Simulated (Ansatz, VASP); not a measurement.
Two plane-wave programs on Pd

```
CELL_PARAMETERS angstrom
-1.42612 1.42612 1.42612
1.42612 -1.42612 1.42612
1.42612 1.42612 -1.42612
ATOMIC_POSITIONS crystal
Pd 0.00000 0.00000 0.00000
```

Change from the starting cell: volume scaled by 0.75, PAW files.

Alike in both runs: task single point; functional PBE; k mesh 19 × 19 × 19; occupations fermi-dirac, width 0.08 eV; no spin polarisation.

|  | VASP | Ansatz |
| --- | --- | --- |
| version | VASP 6.6.1 | Ansatz 0.2.0 |
| potentials or method | VASP PAW PBE potentials, release 64 (Pd) | PAW with Ansatz's default frozen-core files, scalar-relativistic |
| plane-wave cutoff (eV) | 520 | 420 |
| valence electrons in the cell | 10 | 18 |

```tsv
	VASP	Ansatz	Ansatz less VASP
pressure (GPa)	100.9	101.6	+0.62
```

The two sets of potentials don't hold the same shells in valence.

Caveats: the cell as given lies far from equilibrium; so large a pressure means that the cell lies far from this level's equilibrium, or that cutoff or potentials fall short (VASP).
